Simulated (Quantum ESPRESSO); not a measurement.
Crystal: MnO2.

```xyz
3
Lattice="2.8566 0.0000 0.0000 -1.4283 2.4739 0.0000 0.0000 0.0000 4.6014" Properties=species:S:1:pos:R:3 pbc="T T T"
Mn    0.0000    0.0000    2.3007
O     0.0000    1.6492    3.2499
O     1.4283    0.8246    1.3515
```

Measurements of this composition are mostly on another form, of space group No. 136.

Base run:

```yaml
Program: Quantum ESPRESSO 7.5
Functional: LDA
Potentials_or_basis: GBRV 1.5 LDA
Cutoff: 612 eV
Density_cutoff: 4898 eV
k_mesh: 11 × 11 × 6
Occupations: fermi-dirac, width 0.05 eV
Spin: collinear spin, ferromagnetic start
Starting_moments: "[4.0, 0.0, 0.0] μB"
```

Its results: band gap on the k mesh 0.43 eV, indirect (least direct gap 0.47 eV); pressure -8.1 GPa; net moment 3.00 μB per cell; site moments Mn +2.49; O +0.05 μB; largest force 0.476 eV/Å.

**Question.** The run is repeated on the same cell with these changes: functional from LDA to PBEsol; potentials or basis from GBRV 1.5 LDA to GBRV 1.5 PBEsol. What comes out?

**Answer.** Band gap on the k mesh 0.74 eV, indirect (least direct gap 0.80 eV); pressure -1.6 GPa; net moment 3.00 μB per cell; site moments Mn +2.52; O +0.04 μB; largest force 0.120 eV/Å.

Caveats: a cell with one magnetic atom can't hold antiferromagnetic order, which such compounds often take; an odd mesh through Γ misses points on the zone boundary, where band edges often lie (some runs).
